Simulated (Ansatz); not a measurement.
This script for Ansatz 0.2.0, Python API starts 5 runs on TiPbO₃, space group Pm-3m. What input does the engine get in each?

Script `ecut.py`:
```python
"""Convergence of TiPbO3 with the plane-wave cutoff."""

import logging
import sys
import warnings

import ansatz as az
import matplotlib.pyplot as plt

logging.basicConfig(stream=sys.stdout, format="%(name)s: %(message)s")
logger = logging.getLogger("ansatz_job")
logger.setLevel(logging.INFO)

warnings.simplefilter("ignore", az.DeckWarning)

xtal = (
    az.Lattice.cubic(3.9639)
    .space_group(221)
    .atom("Ti", (0.5, 0.5, 0.5))
    .atom("Pb", (0.0, 0.0, 0.0))
    .atom("O", (0.0, 0.5, 0.5))
)

job = (
    xtal.calculation()
    .functional("pbe")
    .kpoints(6)
    .occupations("fixed")
    .forces()
    .stress()
)

rows = []
for value in [300, 350, 400, 450, 500]:
    report = job.basis(value).run(threads=1, pin="off").report
    rows.append((value, report["free_energy_ev"] / len(report["lattice"]["sites"]), report["n_iterations"], sum(report["stress_gpa"][i][i] for i in range(3)) / 3, max(abs(f) for row in report["forces_ev_ang"] for f in row), report["n_pw"]))

logger.info(" cutoff (eV)   F/atom (eV)    iterations       P (GPa)  max component (eV/A)   plane waves")
for row in rows:
    logger.info(f"{str(row[0]):>12s}  {row[1]:12.5f}  {row[2]:12d}  {row[3]:12.3f}  {row[4]:20.4f}  {row[5]:12d}")

# the last row is the reference
for row in rows[:-1]:
    shift = 1000 * (row[1] - rows[-1][1])
    logger.info(f"{row[0]}: {shift:+.2f} meV/atom" + ("  (within 1 meV)" if abs(shift) < 1 else ""))
plt.figure(figsize=(4.5, 3))
plt.plot([str(row[0]) for row in rows], [1000 * (row[1] - rows[-1][1]) for row in rows], "o-")
plt.xlabel("cutoff (eV)")
plt.ylabel("F - F(last) (meV/atom)")
plt.tight_layout()
plt.savefig("ecut.png", dpi=100)
```

Run 1:
```yaml
crystal:
  lattice:
    bravais: cubic
    a: 3.9639
  space_group: 221
  atoms:
    - { symbol: Ti, position: [0.5, 0.5, 0.5] }
    - { symbol: Pb, position: [0.0, 0.0, 0.0] }
    - { symbol: O, position: [0.0, 0.5, 0.5] }
basis:
  ecutwfc: 300.0
kpoints:
  mp_grid:
    grid: [6, 6, 6]
hamiltonian:
  xc: pbe
scf:
  occupations:
    method: fixed
output:
  forces: true
  stress: true
```

Run 2, against run 1:
```diff
-  ecutwfc: 300.0
+  ecutwfc: 350.0
```

Run 3, against run 1:
```diff
-  ecutwfc: 300.0
+  ecutwfc: 400.0
```

Run 4, against run 1:
```diff
-  ecutwfc: 300.0
+  ecutwfc: 450.0
```

Run 5, against run 1:
```diff
-  ecutwfc: 300.0
+  ecutwfc: 500.0
```

`python ecut.py` gives:
```text
ansatz_job:  cutoff (eV)   F/atom (eV)    iterations       P (GPa)  max component (eV/A)   plane waves
ansatz_job:          300   -3222.15072             7        -1.214                0.0000           739
ansatz_job:          350   -3222.41141             7         0.474                0.0000           925
ansatz_job:          400   -3222.46235             6         0.356                0.0000          1141
ansatz_job:          450   -3222.47009             6         0.350                0.0000          1357
ansatz_job:          500   -3222.47088             6         0.352                0.0000          1575
ansatz_job: 300: +320.16 meV/atom
ansatz_job: 350: +59.47 meV/atom
ansatz_job: 400: +8.53 meV/atom
ansatz_job: 450: +0.79 meV/atom  (within 1 meV)
```

From 450 eV on it stays within 1 meV an atom of the value at 500 eV; the first row (300 eV) is off by 320.2 meV and the last but one by 0.79 meV. The energy falls steadily, as expected when plane waves are added. The pressure moves from -1.21 to 0.35 GPa (the program's stress holds a Pulay correction, so it settles early).

Notes:
- No spin polarisation was allowed.
- Forces vanish by symmetry here and test nothing.
- Of the deposited cell: it was measured well above room temperature.
- Pressure is positive in compression.
- Spin-orbit coupling, which matters for elements this heavy, is left out.
- The structure is a deposited one; some such entries were measured under pressure or heat, so a shift against it needn't be the functional's error alone.
- Shifts are counted from the last row, which is itself no proven limit.
- The script silences the warnings on its input, which a real study should read.
- Timing: 10 s on 1 thread of Intel(R) Xeon(R) Processor @ 2.30GHz, with other jobs on the host, peak memory 0.59 GiB.
